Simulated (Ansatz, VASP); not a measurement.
## ZnS: VASP beside Ansatz

```
Zn S
1.0
     3.85616    0.00000    0.00000
    -1.92808    3.33953    0.00000
     0.00000    0.00000    6.86893
Zn S
2 2
Direct
  0.33333 0.66667 0.99519
  0.66667 0.33333 0.49519
  0.33333 0.66667 0.38981
  0.66667 0.33333 0.88981
```

Alike in both runs: task single point; functional PBE; k mesh 9 × 9 × 6; occupations gaussian, width 0.02 eV; no spin polarisation.

|  | VASP | Ansatz |
| --- | --- | --- |
| version | VASP 6.6.1 | Ansatz 0.2.0 |
| potentials or method | VASP PAW PBE potentials, release 64 (Zn, S) | scalar-relativistic, plane waves, PAW |
| plane-wave cutoff (eV) | 520 | 420 |
| valence electrons in the cell | 36 | 36 |

```tsv
	VASP	Ansatz	Ansatz less VASP
gap on the k mesh at the Fermi level (eV)	1.73	1.73	0.000
least direct gap on the mesh (eV)	1.73	1.73	0.000
pressure (GPa)	-3.1	-3.2	-0.11
largest component of the traceless stress (GPa)	4.19	4.12	-0.062
rms of the force components (eV/Å)	0.172	0.167	-0.0050
```

Atom by atom the forces differ by 0.005 eV/Å (rms over components).

Caveats: an odd mesh through Γ misses points on the zone boundary, where band edges often lie.
